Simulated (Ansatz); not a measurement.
Si: a prediction, then the measurements

Computed with DFT PBE, scalar-relativistic, plane waves, PAW in Ansatz.

Settings: cutoff 420 eV, Γ-centred mesh 8×8×8 on the computed 2-atom cell, Gaussian smearing of 0.02 eV; no spin polarisation.

Relaxed structure:

```xyz
2
Lattice="0.0000 2.7353 2.7353 2.7353 0.0000 2.7353 2.7353 2.7353 0.0000" Properties=species:S:1:pos:R:3 pbc="T T T"
Si    1.3677    1.3677    1.3677
Si    0.0000    0.0000    0.0000
```

```json
{
  "Space group": "Fd-3m (No. 227)",
  "Volume per atom": "20.47 Å³",
  "Energy over the standard state (uncorrected)": "+0.001 eV/atom",
  "Kohn–Sham band gap": "0.61 eV, indirect from Γ to (0.000, 0.419, 0.419)",
  "Orbital (Löwdin) character of the top 1 eV of the valence band": "Si 3p 96 %",
  "Orbital (Löwdin) character of the lowest 1 eV of the conduction band": "Si 3p 58 %, Si 3s 27 %, unprojected 15 %",
  "Electron masses at the edge by direction of the standard setting (m_e; one valley, along these axes only; no spin-orbit coupling)": "x: 0.96; y: 0.20; z: 0.20",
  "Hole masses at the edge by direction of the standard setting (m_e; one valley, along these axes only; no spin-orbit coupling)": "x: 0.27, 0.27, 0.16; y: 0.27, 0.27, 0.16; z: 0.27, 0.27, 0.16",
  "Bader charge by site (e)": "Si (2 in the cell) 0.00"
}
```

**Against measurements.**

A measured lattice constant a of Si is 5.43107 Å (298.2 K; a printed reference work (textbook)); the calculated 5.471 Å exceeds it by 0.7 %. The calculation is for 0 K without zero-point motion. Against the measured band gap of Si, 1.12 eV (indirect; 300 K; a printed reference work (textbook)), the calculated 0.61 eV is off by -0.51 eV. Kohn–Sham gaps of semilocal functionals fall short of measured ones as a rule.

The cell was relaxed from a distorted copy of a database structure. Löwdin shares on free-atom orbitals overweight diffuse shells in the empty bands.
